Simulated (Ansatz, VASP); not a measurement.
**HgTe: VASP beside Ansatz**

```
Hg Te
1.0
     0.00000    3.01984    3.01984
     3.01984    0.00000    3.01984
     3.01984    3.01984    0.00000
Hg Te
1 1
Cartesian
  0.0000 0.0000 0.0000
  3.0198 3.0198 3.0198
```

Alike in both runs: functional PBE; dispersion D3(BJ); k mesh 12 × 12 × 12; occupations gaussian, width 0.1 eV; no spin polarisation.

Ansatz relaxed the structure, and its values are those at the end. VASP's run is a single point on that final structure, the one shown.

|  | VASP | Ansatz |
| --- | --- | --- |
| version | VASP 6.6.1 | Ansatz 0.2.0 |
| potentials or method | VASP PAW PBE potentials, release 64 (Hg, Te) | scalar-relativistic, plane waves, PAW |
| plane-wave cutoff (eV) | 520 | 420 |
| valence electrons in the cell | 18 | 36 |

Ansatz gave:

- gap on the k mesh at the Fermi level (eV): none
- pressure (GPa): 0.0

Task: Estimate VASP's values.

Result: gap on the k mesh at the Fermi level (eV): none; pressure (GPa): 0.1.

A gap of «none» marks a metal or a gap that the smearing closes. The two sets of potentials don't hold the same shells in valence.

Caveats: pairwise dispersion overbinds metals, which lowers pressure and volume. The runs have no spin-orbit coupling, so splittings on Hg, Te are missing.
